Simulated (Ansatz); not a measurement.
# AlCu under changes of volume

One of the cells (13.466 Å³/atom); the others are scaled copies at fixed shape and fractional positions:

```
Cu Al
1.0
     2.99751    0.00000    0.00000
     0.00000    2.99751    0.00000
     0.00000    0.00000    2.99751
Cu Al
1 1
Direct
  0.50000 0.50000 0.50000
  0.00000 0.00000 0.00000
```

The cell comes from a database or a generator and needn't be the stable form of this composition.

- Program: Ansatz 0.2.0
- Functional: LDA
- Potentials or basis: all-electron LAPW, scalar-relativistic
- Cutoff: 233 eV (chosen from the basis error)
- Basis error allowed: 0.001 eV/atom
- k mesh: 9 × 9 × 9
- Occupations: fermi-dirac, width 0.05 eV
- Spin: no spin polarisation

```csv
volume (Å³/atom),energy over the lowest point (meV/atom),pressure (GPa)
12.658,0.00,-1.6
12.928,4.99,-4.2
13.197,14.02,-6.5
13.466,?,?
13.736,42.41,-10.3
14.005,60.98,-11.8
14.274,82.03,-13.2
```

Task: What does the run at 13.466 Å³/atom give?

Result: Energy over the lowest point 26.64 meV/atom; pressure -8.5 GPa.

Worked out: A Birch-Murnaghan fit of order 3 (a polynomial in V^(-2/3)) to the other rows has its minimum at 12.50 Å³/atom, just outside them, with B0 = V·E''(V) = 135 GPa and B' = 4.6. It gives 26.60 meV/atom at 13.466 Å³/atom, against the run's 26.64, and -dE/dV = -8.5 GPa, against -8.5.

Energies are extrapolated to zero smearing.
